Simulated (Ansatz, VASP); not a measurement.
## Se in VASP and in Ansatz

File INCAR:

```
SYSTEM = Se
PREC = Accurate
ENCUT = 520
EDIFF = 1E-8
ISMEAR = -1
SIGMA = 0.03
LREAL = .False.
LASPH = .True.
NELM = 100
ALGO = Normal
ISIF = 2
LWAVE = .False.
LCHARG = .False.
GGA = PE
LEFG = .True.
NBANDS = 16
```

Contents of KPOINTS:

```
regular mesh
0
Gamma
  6 6 5
  0 0 0
```

The input POSCAR:

```
Se
1.0
    4.3661999489      0.0654929992      0.0654929992
   -2.1263813734      3.7484935742      0.0239721015
    0.0743040000      0.0743040000      4.9536000000
Se
3
Direct
    0.2254000000      0.0000000000      0.3333333333
    0.0000000000      0.2254000000      0.6666666667
    0.7746000000      0.7746000000      0.0000000000
```

Input for Ansatz:

```yaml
crystal:
  lattice:
    - [4.3661999489, 0.0654929992, 0.0654929992]
    - [-2.1263813734, 3.7484935742, 0.0239721015]
    - [0.074304, 0.074304, 4.9536]
  atoms:
    - { symbol: Se, position: [0.2254, 0.0, 0.3333333333] }
    - { symbol: Se, position: [0.0, 0.2254, 0.6666666667] }
    - { symbol: Se, position: [0.7746, 0.7746, 0.0] }
kpoints:
  mp_grid: { grid: [6, 6, 5] }
scf:
  occupations: { method: fermi_dirac, width: 0.03 }
hamiltonian:
  xc: pbe
  pseudopotentials: { kind: all_electron, datasets: crystal }
output:
  forces: true
  stress: true
  eigenvalues: true
  efg: { contact_densities: true }
```

Change from the starting cell: equal xy, yz and zx shear strains of +3 %, crystal datasets.

Alike in both runs: task electric field gradients; functional PBE; k mesh 6 × 6 × 5; occupations fermi-dirac, width 0.03 eV; no spin polarisation.

|  | VASP | Ansatz |
| --- | --- | --- |
| version | VASP 6.6.1 | Ansatz 0.2.0 |
| potentials or method | VASP PAW PBE potentials, release 64 (Se) | all-electron PAW with datasets made for the crystal, scalar-relativistic |
| plane-wave cutoff (eV) | 520 | see its input |

|  | VASP | Ansatz | Ansatz less VASP |
| --- | --- | --- | --- |
| pressure (GPa) | 3.2 | 3.0 | -0.15 |
| largest component of the traceless stress (GPa) | 2.03 | 2.01 | -0.021 |
| rms of the force components (eV/Å) | 0.395 | 0.376 | -0.0189 |
| Vzz of the field gradient on the site that differs most (V/Å²) | -515.6 | -536.9 | -21.38 |

Atom by atom the forces differ by 0.023 eV/Å (rms over components). Ansatz ran all-electron here, so the differences hold the error of VASP's frozen core and of both bases.

Caveats: an odd mesh through Γ misses points on the zone boundary, where band edges often lie.
